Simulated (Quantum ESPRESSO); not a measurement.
An input for Quantum ESPRESSO 7.5 (Ir):

run.py

```python
import numpy as np
from ase.calculators.espresso import Espresso, EspressoProfile
from ase.io import read

atoms = read('Ir.cif')

input_data = {
    'control': {'calculation': 'scf', 'prefix': 'pwscf', 'outdir': './tmp', 'tprnfor': True, 'tstress': True, 'disk_io': 'nowf'},
    'system': {'ecutwfc': 45.0, 'ecutrho': 360.0, 'nbnd': 13, 'occupations': 'smearing', 'smearing': 'gaussian', 'vdw_corr': 'grimme-d3', 'dftd3_version': 3},
    'electrons': {'conv_thr': 2e-10, 'electron_maxstep': 100, 'mixing_beta': 0.5},
}
pseudopotentials = {'Ir': 'ir_pbesol_v1.2.uspp.F.UPF'}
profile = EspressoProfile(command='pw.x', pseudo_dir='pseudo')
dft = Espresso(profile=profile, input_data=input_data, pseudopotentials=pseudopotentials, kpts=(12, 12, 12), koffset=(0, 0, 0))
atoms.calc = dft

from ase.eos import EquationOfState
from ase.units import GPa
cell, v, e = atoms.cell.copy(), [], []
for x in [0.94, 0.96, 0.98, 1.0, 1.02, 1.04, 1.06]:
    atoms.set_cell(cell * x ** (1 / 3), scale_atoms=True)
    v.append(atoms.get_volume() / len(atoms))
    e.append(atoms.get_potential_energy() / len(atoms))
    print(f'V {v[-1]:.6f} A^3/atom  E {e[-1]:.8f} eV/atom')
v0, e0, b0 = EquationOfState(v, e, eos='birchmurnaghan').fit()
print(f'V0 {v0:.5f} A^3/atom  E0 {e0:.6f} eV/atom  B0 {b0 / GPa:.2f} GPa')
```

Ir.cif

```cif
data_Ir
_cell_length_a 2.70906750
_cell_length_b 2.70906750
_cell_length_c 2.70906750
_cell_angle_alpha 60.00000000
_cell_angle_beta 60.00000000
_cell_angle_gamma 60.00000000
_space_group_name_H-M_alt 'P1'
_space_group_name_Hall 'P 1'
_space_group_IT_number 1
loop_
_space_group_symop_operation_xyz
'x,y,z'
loop_
_atom_site_label
_atom_site_type_symbol
_atom_site_symmetry_multiplicity
_atom_site_Wyckoff_symbol
_atom_site_fract_x
_atom_site_fract_y
_atom_site_fract_z
_atom_site_occupancy
Ir1 Ir 1 a 0.0000000000 0.0000000000 0.0000000000 1
```

Potentials or basis: GBRV 1.5 PBEsol.

The run is started by

```bash
$ OMP_NUM_THREADS=1 python run.py
```

Question: How does this run end?

Answer: The run stopped without a result. It printed:

Output:

```text
Traceback (most recent call last):
  File "<dir>", line 23, in <module>
  File "ase/atoms.py", line 1971, in get_potential_energy
  File "ase/abc.py", line 25, in get_potential_energy
  File "ase/calculator.py", line 517, in get_property
  File "ase/genericfileio.py", line 336, in calculate
  File "ase/espresso.py", line 86, in execute
  File "ase/genericfileio.py", line 104, in run
  File "python3.12/subprocess.py", line 413, in check_call
subprocess.CalledProcessError: Command '['pw.x', '-in', 'espresso.pwi']' returned non-zero exit status 1.
```

espresso.pwo:

```text
This program is part of the open-source Quantum ESPRESSO suite
     for quantum simulation of materials; please cite
         "P. Giannozzi et al., J. Phys.:Condens. Matter 21 395502 (2009);
         "P. Giannozzi et al., J. Phys.:Condens. Matter 29 465901 (2017);
         "P. Giannozzi et al., J. Chem. Phys. 152 154105 (2020);
     in publications or presentations arising from this work. More details at

Warning: card &CELL ignored
Warning: card &FCP ignored
Warning: card &RISM ignored

 %%%%%%%%%%%%%%%%%%%%%%%%%%%%%%%%%%%%%%%%%%%%%%%%%%%%%%%%%%%%%%%%%%%%%%%%%%%%%%
     Error in routine  set_occupations (1):
      smearing requires a value for gaussian broadening (degauss)
 %%%%%%%%%%%%%%%%%%%%%%%%%%%%%%%%%%%%%%%%%%%%%%%%%%%%%%%%%%%%%%%%%%%%%%%%%%%%%%

     stopping ...
```
